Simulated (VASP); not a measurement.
Wanted: the native input for a VASP 6.6.1 run.

* Task: relaxation of cell and atoms
* Functional: LDA
* Potentials or basis: VASP PAW LDA potentials, release 64 (B, N)
* Cutoff: 600 eV
* k mesh: 12 × 12 × 4
* Occupations: gaussian, width 0.01 eV
* Spin: no spin polarisation
* Dipole correction: no
* Further INCAR settings: ALGO = Fast; EDIFF = 1e-06; IBRION = 2; EDIFFG = -0.002; NSW = 80; ISIF = 3

The structure of BN lies in POSCAR:

```
BN
1.0
    2.5040000000      0.0000000000      0.0000000000
   -1.2520000000      2.1685276111      0.0000000000
    0.0000000000      0.0000000000      6.6610000000
B N
2 2
Direct
    0.3333333333      0.6666666667      0.2500000000
    0.6666666667      0.3333333333      0.7500000000
    0.6666666667      0.3333333333      0.2500000000
    0.3333333333      0.6666666667      0.7500000000
```

The cell was built by a generator and needn't be a form met in nature.

The input as run:

INCAR

```
PREC = Accurate
ENCUT = 600
EDIFF = 1E-6
ISMEAR = 0
SIGMA = 0.01
LREAL = False
LASPH = True
NELM = 100
ALGO = Fast
ISIF = 3
LWAVE = False
LCHARG = False
GGA = CA
IBRION = 2
NSW = 80
EDIFFG = -0.002
```

KPOINTS

```
Automatic mesh
0
Gamma
  12 12 4
```

Potentials or basis: VASP PAW LDA potentials, release 64 (B, N).

Launch:

```console
$ cat potpaw_LDA.64/B/POTCAR potpaw_LDA.64/N/POTCAR > POTCAR
$ mpirun -np 1 vasp_std > vasp.out
```

It gave:

| Quantity | Value |
| --- | --- |
| Relaxed volume | 8.64 Å³/atom |
| Relaxed cell | a = 2.490 Å, b = 2.490 Å, c = 6.436 Å, α = 90.00°, β = 90.00°, γ = 120.00° |
| Space group after relaxing (to 0.05 Å) | P6_3/mmc (No. 194) |
| Energy gained by relaxing | 2.8 meV/atom |
| Ionic steps | 12 |
| Pressure after relaxing | 0.0 GPa |
| Band gap on the k mesh | 4.03 eV, indirect (least direct gap 4.43 eV) |

It took 76 s on 1 thread of Intel(R) Xeon(R) 6975P-C (Granite Rapids) (shared host), peak memory 0.15 GiB.
